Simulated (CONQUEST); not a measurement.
# Ge (P6_3/mmc) in CONQUEST: reference runs

Reference runs on Ge: the cell as given and a disturbed copy.

All numbers are computed with CONQUEST 1.3; they aren't measurements. Logs are shortened: lines on timing, memory, paths and dates and some standing lists are left out, and cuts for length are marked.

## (1) The structure

It takes space group P6_3/mmc (No. 194, hexagonal). The conventional cell has a = 3.998 Å, b = 3.998 Å, c = 6.599 Å, α = 90.00°, β = 90.00°, γ = 120.00°. Around Ge (site symmetry 3m) lie 4 Ge at 2.45 to 2.47 Å.

This isn't the form of Ge at room conditions, which is diamond.

## (2) Single point, PBE

Conquest_input

```
IO.Title Ge
IO.Coordinates coords.dat
IO.FractionalAtomicCoords T
IO.Iprint 2
IO.Iprint_init 1
General.NumberOfSpecies 1
General.PseudopotentialType hamann
AtomMove.TypeOfRun static
AtomMove.FullStress T
Grid.GridCutoff 120
DM.SolutionMethod diagon
Diag.MPMesh T
Diag.GammaCentred T
Diag.MPMeshX 7
Diag.MPMeshY 4
Diag.MPMeshZ 4
Diag.kT 0.00183747
minE.SCTolerance 1e-6
SC.MaxIters 100
IO.AtomChargeOutput T
IO.DumpChargeDensity T
IO.DumpTotPot T
%block ChemicalSpeciesLabel
1 72.610 Ge
%endblock
```

coords.dat

```
    7.5543424030     0.0000000000     0.0000000000
    0.0000000000    12.4710169184     0.0000000000
    0.0000000000     0.0000000000    13.0845048603
8
  0.0000000000   0.9370987500   0.6666666670 1 T T T
  0.5000000000   0.9370987500   0.1666666670 1 T T T
  0.0000000000   0.4370987500   0.3333333330 1 T T T
  0.5000000000   0.4370987500   0.8333333330 1 T T T
  0.0000000000   0.5629012500   0.6666666670 1 T T T
  0.5000000000   0.5629012500   0.1666666670 1 T T T
  0.0000000000   0.0629012500   0.3333333330 1 T T T
  0.5000000000   0.0629012500   0.8333333330 1 T T T
```

Potentials or basis: PseudoDojo NC PBE, DZP, grid cutoff 120 Ha.

Launch:

```bash
> Conquest
```

Output:

```text
Simulation cell dimensions:     7.5543 a0 x    12.4710 a0 x    13.0845 a0

      Atomic coordinates (a0)
         Atom         X         Y         Z  Species
            1    0.0000   11.6866    8.7230        1
            2    3.7772   11.6866    2.1808        1
            3    0.0000    5.4511    4.3615        1
            4    3.7772    5.4511   10.9038        1
            5    0.0000    7.0200    8.7230        1
            6    3.7772    7.0200    2.1808        1
            7    0.0000    0.7844    4.3615        1
            8    3.7772    0.7844   10.9038        1

         Monkhorst-Pack mesh:   7 x   4 x   4 gamma-centred
        This calculation includes non-local pseudopotentials,
         with a maximum core radius of      7.09479220

    Job title: Ge
    Job to be run: static calculation

    Ground state search:
      Support functions represented with PAO basis
      1:1 PAO to SF mapping
      Non-spin-polarised electrons
      Solving for the K matrix using diagonalisation
      Using Fermi-Dirac smearing

    Integration grid size:     40 x   64 x   72

    Integration grid spacing:  0.189 a0 x 0.195 a0 x 0.182 a0

    Number of species:  1
    --------------------------------------------------------
    |   #  mass (au)  Charge (e)  SF Rad (a0)  NSF  Label  |
    --------------------------------------------------------
    |   1     72.610      14.000        7.405   18  Ge     |
    --------------------------------------------------------
          SCF tolerance:                 0.00000100
          SCF iterations:               100

    The functional used will be GGA PBE96

           radial cut-off to be used is taken to be max PAO cut-off radius for this species:    7.094792

           greatest ang. mom. for making density from PAOs:  2
    Minimum blocs/proc is     2880. Maximum blocs/proc is     2880
    set_atom_dens: In set_atomic_density, electrons :     112.000000000000
 matrix_size & matrix_size_padH =          144         144

    Screened ion int: energy:    -560.781763595533 Ha

    new_SC_potl: Starting.  Tolerance:  0.10000E-05

    PulayMixSC: Starting Pulay mixing, A_up =  0.500 A_dn =  0.500
    PulayMixSC: Spin non-polarised calculation.
          Harris-Foulkes Energy            :      -714.470543114831571 Ha
          GroundState Energy (E-(1/2)TS)   :      -714.470595319796644 Ha
          Free Energy (E-TS)               :      -714.470647524761603 Ha
          DFT Total Energy                 :      -714.450428333411196 Ha
          Total number of electrons        :       111.999999999993108
    PulayMixSC: Pulay iteration     1 residual:              0.11296E-02
          Harris-Foulkes Energy            :      -714.456953362681929 Ha
          GroundState Energy (E-(1/2)TS)   :      -714.457003907939907 Ha
          Free Energy (E-TS)               :      -714.457054453197770 Ha
          DFT Total Energy                 :      -714.453839781572810 Ha
          Total number of electrons        :       112.000056222525842
    PulayMixSC: Pulay iteration     2 residual:              0.48915E-03
          Harris-Foulkes Energy            :      -714.454395680828725 Ha
          GroundState Energy (E-(1/2)TS)   :      -714.454444539804285 Ha
          Free Energy (E-TS)               :      -714.454493398779732 Ha
          DFT Total Energy                 :      -714.454376816104627 Ha
          Total number of electrons        :       112.000105117878988
    PulayMixSC: Pulay iteration     3 residual:              0.58606E-04
          Harris-Foulkes Energy            :      -714.454383992567273 Ha
          GroundState Energy (E-(1/2)TS)   :      -714.454433341697381 Ha
          Free Energy (E-TS)               :      -714.454482690827604 Ha
          DFT Total Energy                 :      -714.454383479937405 Ha
          Total number of electrons        :       112.000112482868218
    PulayMixSC: Pulay iteration     4 residual:              0.58553E-05
          Harris-Foulkes Energy            :      -714.454383265474121 Ha
          GroundState Energy (E-(1/2)TS)   :      -714.454432535156911 Ha
          Free Energy (E-TS)               :      -714.454481804839702 Ha
          DFT Total Energy                 :      -714.454383253671608 Ha
          Total number of electrons        :       112.000114471066524
    PulayMixSC: Pulay iteration     5 residual:              0.80462E-06
    PulayMixSC: Reached SCF tolerance of  0.80462E-06 after      5 iterations
      | Number of electrons      =       112.000114
      |* band energy as 2Tr[K.H] =       -97.222649279723868 Ha
      |  screened ion-ion energy =      -560.781763595532993 Ha
      |  Ha correction           =         1.663651658029858 Ha
      |  XC correction           =       -58.113609272935165 Ha
      | GS Energy as E-(1/2)TS   =      -714.454432535156911 Ha
      | Free Energy as E-TS      =      -714.454481804839702 Ha
      |* Harris-Foulkes energy   =      -714.454383265474121 Ha
      |* DFT total energy        =      -714.454383253671608 Ha
      |  estimated accuracy      =        -0.000000011802513 Ha

    force: Forces on atoms (Ha/a0)
    force:  Atom   X              Y              Z
    force:     1  -0.0000000000  -0.0007719189  -0.0000099674
    force:     2   0.0000000000  -0.0007719189  -0.0000099674
    force:     3   0.0000000000  -0.0007719189   0.0000099674
    force:     4   0.0000000000  -0.0007719189   0.0000099674
    force:     5   0.0000000000   0.0007719189  -0.0000099674
    force:     6  -0.0000000000   0.0007719189  -0.0000099674
    force:     7  -0.0000000000   0.0007719189   0.0000099674
    force:     8   0.0000000000   0.0007719189   0.0000099674

    force: Maximum force :        0.00077192(Ha/a0) on atom         7 in y direction
    force: Force Residual:        0.00077198 Ha/a0
    force: Total stress:         -3.61776518     0.00000000     0.00000000 GPa
                             0.00000000    -3.32755811    -0.00000000
                             0.00000000     0.00000000    -3.48260485
    force: Average pressure:      3.47597605 GPa

    force: Finished force
    get_E_and_F: Change in energy during last step of electronic optimisation:  0.72709E-06

    BIBLIOGRAPHY: Please consider citing the following references in the conquest.bib file

    CONQUEST:         Bowler2002pt, Miyazaki2004, Nakata2020
    Basis:            Bowler2019
    DM:               Bowler:2006xr
    Pseudopotentials: Hamann2013, Bowler2019
    XC functional:    Perdew1996
```

Wall time 45 s (1 thread of AMD EPYC 9R45 (Zen 5), shared host); peak memory 1.4 GiB.

What came out:

- Free energy: -19441.2969 eV
- Pressure: 3.5 GPa
- Largest force: 0.040 eV/Å
- Band gap on the k mesh: 0.11 eV

Forces on the atoms (eV/Å):
```
Ge   0.000 -0.040 -0.001
Ge   0.000 -0.040 -0.001
Ge   0.000 -0.040  0.001
Ge   0.000 -0.040  0.001
Ge   0.000  0.040 -0.001
Ge   0.000  0.040 -0.001
Ge   0.000  0.040  0.001
Ge   0.000  0.040  0.001
```

Levels at points of the mesh, in eV from the valence-band top:
```csv
k point,band 53,band 54,band 55,band 56,band 57,band 58,band 59,band 60
"(0.00, 0.00, 0.00)",-1.49,-0.13,-0.08,0.00,0.11,0.11,0.54,1.71
"(0.00, 0.00, 0.50)",-1.33,-1.33,-0.86,-0.86,1.02,1.02,1.88,1.88
"(0.00, 0.50, 0.00)",-0.88,-0.88,-0.88,-0.88,0.52,0.52,0.72,0.72
"(0.00, 0.50, 0.50)",-1.82,-1.82,-1.82,-1.82,1.37,1.37,1.37,1.37
```

Caveat: the box holds several primitive cells, so bands are folded and the points are those of the box's own zone; an odd mesh through Γ misses points on the zone boundary, where band edges often lie; the basis of atomic orbitals isn't converged, which shifts pressures, moduli and gaps. PBE gaps usually lie below the measured ones, often by a third to a half.

## (3) Single point, PBE (atoms moved at random, drawn with an rms of 0.05 Å)

Changes to Conquest_input since step 2:

```diff
@@ -20,4 +20,2 @@
 IO.AtomChargeOutput T
-IO.DumpChargeDensity T
-IO.DumpTotPot T
 %block ChemicalSpeciesLabel
```

coords.dat

```
    7.5543424030     0.0000000000     0.0000000000
    0.0000000000    12.4710169184     0.0000000000
    0.0000000000     0.0000000000    13.0845048603
8
  0.0008700000   0.9395880000   0.6640170000 1 T T T
  0.5008700000   0.9395880000   0.1640170000 1 T T T
  0.0003715000   0.4332960000   0.3388155000 1 T T T
  0.5003715000   0.4332960000   0.8388155000 1 T T T
  0.4987075000   0.5672550000   0.1718135000 1 T T T
  0.9987075000   0.5672550000   0.6718135000 1 T T T
  0.4903410000   0.0611730000   0.8365640000 1 T T T
  0.9903410000   0.0611730000   0.3365640000 1 T T T
```

Potentials or basis: PseudoDojo NC PBE, DZP, grid cutoff 120 Ha.

Launch:

```bash
> Conquest
```

Output:

```text
Simulation cell dimensions:     7.5543 a0 x    12.4710 a0 x    13.0845 a0

      Atomic coordinates (a0)
         Atom         X         Y         Z  Species
            1    0.0066   11.7176    8.6883        1
            2    3.7837   11.7176    2.1461        1
            3    0.0028    5.4036    4.4332        1
            4    3.7800    5.4036   10.9755        1
            5    3.7674    7.0742    2.2481        1
            6    7.5446    7.0742    8.7903        1
            7    3.7042    0.7629   10.9460        1
            8    7.4814    0.7629    4.4038        1

         Monkhorst-Pack mesh:   7 x   4 x   4 gamma-centred
        This calculation includes non-local pseudopotentials,
         with a maximum core radius of      7.09479220

    Job title: Ge
    Job to be run: static calculation

    Ground state search:
      Support functions represented with PAO basis
      1:1 PAO to SF mapping
      Non-spin-polarised electrons
      Solving for the K matrix using diagonalisation
      Using Fermi-Dirac smearing

    Integration grid size:     40 x   64 x   72

    Integration grid spacing:  0.189 a0 x 0.195 a0 x 0.182 a0

    Number of species:  1
    --------------------------------------------------------
    |   #  mass (au)  Charge (e)  SF Rad (a0)  NSF  Label  |
    --------------------------------------------------------
    |   1     72.610      14.000        7.405   18  Ge     |
[... 42 lines left out ...]
    PulayMixSC: Pulay iteration     4 residual:              0.22170E-04
          Harris-Foulkes Energy            :      -714.452182660914787 Ha
          GroundState Energy (E-(1/2)TS)   :      -714.452231299923255 Ha
          Free Energy (E-TS)               :      -714.452279938931838 Ha
          DFT Total Energy                 :      -714.452182416452729 Ha
          Total number of electrons        :       112.000098255717845
    PulayMixSC: Pulay iteration     5 residual:              0.32464E-05
          Harris-Foulkes Energy            :      -714.452182557512401 Ha
          GroundState Energy (E-(1/2)TS)   :      -714.452231145036194 Ha
          Free Energy (E-TS)               :      -714.452279732559873 Ha
          DFT Total Energy                 :      -714.452182541322372 Ha
          Total number of electrons        :       112.000100364024448
    PulayMixSC: Pulay iteration     6 residual:              0.32917E-06
    PulayMixSC: Reached SCF tolerance of  0.32917E-06 after      6 iterations
      | Number of electrons      =       112.000100
      |* band energy as 2Tr[K.H] =       -97.235561975372804 Ha
      |  screened ion-ion energy =      -560.777595432564112 Ha
      |  Ha correction           =         1.674795445762694 Ha
      |  XC correction           =       -58.113814107178499 Ha
      | GS Energy as E-(1/2)TS   =      -714.452231145036194 Ha
      | Free Energy as E-TS      =      -714.452279732559873 Ha
      |* Harris-Foulkes energy   =      -714.452182557512401 Ha
      |* DFT total energy        =      -714.452182541322372 Ha
      |  estimated accuracy      =        -0.000000016190029 Ha

    force: Forces on atoms (Ha/a0)
    force:  Atom   X              Y              Z
    force:     1  -0.0084083270  -0.0029642830   0.0091144964
    force:     2  -0.0084083270  -0.0029642830   0.0091144964
    force:     3  -0.0016333978   0.0069619249  -0.0003974558
    force:     4  -0.0016333978   0.0069619249  -0.0003974558
    force:     5   0.0014411578  -0.0068598347  -0.0001647896
    force:     6   0.0014411578  -0.0068598347  -0.0001647896
    force:     7   0.0083828236   0.0028775690  -0.0088266844
    force:     8   0.0083828236   0.0028775690  -0.0088266844

    force: Maximum force :        0.00911450(Ha/a0) on atom         2 in z direction
    force: Force Residual:        0.01024060 Ha/a0
    force: Total stress:         -2.79935759    -0.45528081    -0.48125101 GPa
                            -0.45528081    -3.69503963     0.37415157
                            -0.48125101     0.37415157    -3.96636626
    force: Average pressure:      3.48692116 GPa

    force: Finished force
    get_E_and_F: Change in energy during last step of electronic optimisation:  0.10340E-06

    BIBLIOGRAPHY: Please consider citing the following references in the conquest.bib file

    CONQUEST:         Bowler2002pt, Miyazaki2004, Nakata2020
    Basis:            Bowler2019
    DM:               Bowler:2006xr
    Pseudopotentials: Hamann2013, Bowler2019
    XC functional:    Perdew1996
```

It took 49 s on 1 thread of AMD EPYC 9R45 (Zen 5), shared host; peak memory 1.4 GiB.

Results:

```
Free energy            : -19441.2369 eV
Pressure               : 3.5 GPa
Largest force          : 0.656 eV/Å
Band gap on the k mesh : 0.05 eV
```

Forces on the atoms (eV/Å):
```
Ge  -0.432 -0.152  0.469
Ge  -0.432 -0.152  0.469
Ge  -0.084  0.358 -0.020
Ge  -0.084  0.358 -0.020
Ge   0.074 -0.353 -0.008
Ge   0.074 -0.353 -0.008
Ge   0.431  0.148 -0.454
Ge   0.431  0.148 -0.454
```

Stress tensor (GPa, compression positive):
```
 2.80  0.46  0.48
 0.46  3.70 -0.37
 0.48 -0.37  3.97
```

Caveat: the box holds several primitive cells, so bands are folded and the points are those of the box's own zone; an odd mesh through Γ misses points on the zone boundary, where band edges often lie; the basis of atomic orbitals isn't converged, which shifts pressures, moduli and gaps.
